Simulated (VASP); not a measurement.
## SnSe: single point with PBEsol

Slab: SnSe, a slab with vacuum.

```xyz
4
Lattice="4.2853 0.0000 0.0000 0.0000 4.2853 0.0000 0.0000 0.0000 10.9907" Properties=species:S:1:pos:R:3 pbc="T T T"
Sn    2.1427    0.0000    4.0911
Sn    0.0000    2.1427    6.8996
Se    2.1427    0.0000    6.7707
Se    0.0000    2.1427    4.2200
```

```json
{"Program": "VASP 6.6.1", "Task": "single point", "Functional": "PBEsol", "Potentials or basis": "VASP PAW PBE potentials, release 64 (Sn_d, Se)", "Cutoff": "520 eV", "k mesh": "4 × 4 × 2", "Occupations": "gaussian, width 0.1 eV", "Spin": "no spin polarisation", "Dipole correction": "no", "Further INCAR settings": "ALGO = Normal; EDIFF = 1e-06; NBANDS = 28"}
```

The largest force is 0.142 eV/Å. The band gap on the k mesh is 1.64 eV, indirect (least direct gap 1.68 eV).

Forces on the atoms (eV/Å):
```
Sn   0.000  0.000  0.142
Sn   0.000  0.000 -0.142
Se   0.000  0.000  0.013
Se   0.000  0.000 -0.013
```

Levels at points of the mesh, in eV from the valence-band top:
```tsv
k point	band 18	band 19	band 20	band 21	band 22	band 23
(0.00, 0.00, 0.00)	-1.55	-1.55	-0.14	1.79	3.85	3.88
(0.50, 0.00, 0.00)	-1.38	-0.11	-0.11	1.64	1.64	2.20
(0.50, 0.50, 0.00)	-3.07	-1.54	-1.54	3.82	3.82	4.82
(0.00, 0.00, 0.50)	-1.55	-1.55	-0.14	1.64	3.85	4.54
(0.50, 0.00, 0.50)	-1.38	-0.11	-0.11	1.64	1.64	2.20
(0.50, 0.50, 0.50)	-3.07	-1.53	-1.53	3.79	3.79	4.87
```

Run time: 28 s on 1 thread of Intel(R) Xeon(R) 6975P-C (Granite Rapids) (shared host), peak memory 0.29 GiB.

Caveat: the PAW data sets were made with another functional, which shifts forces and pressure a little; spin-orbit coupling is left out, which moves the levels of the heavy elements.
